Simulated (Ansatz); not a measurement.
The cell is SrCl2 (CdCl2 type) (it has left that coordination); cell and atoms were relaxed with r2SCAN+rVV10. It is cubic, Fm-3m (No. 225); a = 6.951 Å in the conventional setting, 27.98 Å³ an atom. Around Sr lie 8 Cl at 3.01 Å; around Cl lie 4 Sr at 3.01 Å. The cell started from the CdCl2 type prototype, but the relaxation took it to the higher symmetry Fm-3m (No. 225), so the name no longer describes it.

```cif
data_structure
_symmetry_space_group_name_H-M 'P 1'
_symmetry_Int_Tables_number 1
_cell_length_a 4.9163
_cell_length_b 4.9163
_cell_length_c 4.9163
_cell_angle_alpha 59.961
_cell_angle_beta 59.961
_cell_angle_gamma 59.961
_cell_volume 83.95
loop_
_atom_site_label
_atom_site_type_symbol
_atom_site_fract_x
_atom_site_fract_y
_atom_site_fract_z
_atom_site_occupancy
Sr1 Sr 0.00000 0.00000 0.00000 1
Cl1 Cl 0.24995 0.24995 0.24995 1
Cl2 Cl 0.75005 0.75005 0.75005 1
```

3 runs of the PAW code Ansatz on this cell differ in the functional (and in the settings that go with it). Levels are in eV from each run's valence top; v1 is the last filled band, c1 the first empty one.

Run A, mean stress +1.4 GPa (compression positive):
```tsv
point	v5	v3	v1	c1	c2	c3
Γ	-2.16	-0.34	-0.34	5.39	6.10	6.10
T	-1.59	-1.33	-1.06	6.73	6.73	7.56
H₂	-2.25	-1.22	-0.10	6.24	7.04	7.26
```

Run B, mean stress +0.7 GPa (compression positive):
```tsv
point	v5	v3	v1	c1	c2	c3
Γ	-2.18	-0.35	-0.35	6.01	6.69	6.69
T	-1.60	-1.36	-1.08	7.32	7.32	8.22
H₂	-2.30	-1.25	-0.11	6.69	7.65	7.99
```

Run C, mean stress +0.6 GPa (compression positive):
```tsv
point	v5	v3	v1	c1	c2	c3
Γ	-2.40	-0.38	-0.38	8.14	9.09	9.09
T	-1.75	-1.48	-1.20	9.82	9.82	10.59
H₂	-2.51	-1.37	-0.12	9.12	10.14	10.37
```

Problem. Match the runs to PBE, r2SCAN, DDH-PBE0.

Solution. A is PBE, B is r2SCAN, C is DDH-PBE0. In order of the gap: PBE 5.39, r2SCAN 5.98, DDH-PBE0 8.14 eV.

All values are calculated for a non-magnetic cell, which may be hypothetical.

The stress of a hybrid is loosely converged in these runs.

The meshes of the hybrids are coarse, so their gaps aren't converged to the digits shown.
